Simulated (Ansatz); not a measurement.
# Ag: how the settings move a single-point run

Question: which choices in the input matter for Ag?

Program: Ansatz 0.2.0. Level of theory: reference: DFT, LDA, PAW with Ansatz's default frozen-core files, scalar-relativistic. These are calculated values, not measurements.

1 further run of the same task is left out (it didn't finish). Runs told in other sessions of the task aren't counted.

**1. The system as given**

Symmetry: Fm-3m, No. 225, cubic system. The conventional cell has a = 4.086 Å, b = 4.086 Å, c = 4.086 Å, α = 90.00°, β = 90.00°, γ = 90.00°. Ag (site symmetry m-3m) is surrounded by 12 Ag at 2.89 Å.

Coordinates:

```xyz
1
Lattice="0.0000 2.0431 2.0431 2.0431 0.0000 2.0431 2.0431 2.0431 0.0000" Properties=species:S:1:pos:R:3 pbc="T T T"
Ag    0.0000    0.0000    0.0000
```

**2. The reference run**

input.yaml

```yaml
crystal:
  lattice:
    - [0.0, 2.0431, 2.0431]
    - [2.0431, 0.0, 2.0431]
    - [2.0431, 2.0431, 0.0]
  atoms:
    - { symbol: Ag, position: [0.0, 0.0, 0.0] }
kpoints:
  mp_grid: { grid: [15, 15, 15] }
  band_path:
    path:
      - [0.0, 0.0, 0.0]
      - [0.5, 0.0, 0.5]
      - [0.625, 0.25, 0.625]
      - [0.375, 0.375, 0.75]
      - [0.0, 0.0, 0.0]
      - [0.5, 0.5, 0.5]
      - [0.5, 0.25, 0.75]
      - [0.5, 0.0, 0.5]
    npoints: 5
scf:
  occupations: { method: fermi_dirac, width: 0.05 }
hamiltonian:
  xc: lda
  pseudopotentials: { kind: paw }
output:
  forces: true
  stress: true
  eigenvalues: true
  efg: { contact_densities: true }
```

Command:

```bash
$ ansatz run input.yaml --threads 1 --pin off --max-ram 2048MiB --backend cpu --events-out ev --progress --plain --runs-dir out
```

**3. Variant: mp_grid.grid [22, 22, 22], lower_state_search light, ecutrho_ratio 9**

input.yaml: that of step 2 with these lines changed.

```diff
@@ -8,3 +8,3 @@
 kpoints:
-  mp_grid: { grid: [15, 15, 15] }
+  mp_grid: { grid: [22, 22, 22] }
   band_path:
@@ -22,2 +22,3 @@
   occupations: { method: fermi_dirac, width: 0.05 }
+  lower_state_search: light
 hamiltonian:
@@ -30 +31,3 @@
   efg: { contact_densities: true }
+basis:
+  ecutrho_ratio: 9
```

What does the calculation give? Wanted: for each run, ending; energy change; pressure; gap; force.

**Answer**, as computed:

| run | ending | energy change | pressure (GPa) | gap (eV) | force (eV/Å) | cycles | time |
| --- | --- | --- | --- | --- | --- | --- | --- |
| reference | converged | 0 | -7.5 | 0.00 | 0.00 | 6 | 3.5 s |
| 1: mp_grid.grid [22, 22, 22], lower_state_search light, ecutrho_ratio 9 | converged | -4.7 meV/atom | -7.3 | 0.00 | 0.00 | 6 | 6 s |

Residual by cycle in the longest SCF loop of each run; runs are numbered as in the table. The quantity is the density residual dr2, in eV.

| cycle | reference | run 1 |
| --- | --- | --- |
| 1 | 0.0297 | 0.0276 |
| 2 | 0.00226 | 0.00215 |
| 3 | 7.9e-5 | 7.4e-5 |
| 4 | 1.3e-6 | 1.1e-6 |
| 5 | 9.1e-9 | 1.9e-8 |
| 6 | 1.8e-10 | 2.5e-10 |

Changing the k-point mesh and search for lower states moves the energy by -4.7 meV/atom. Cost: 6 s against 3.5 s.
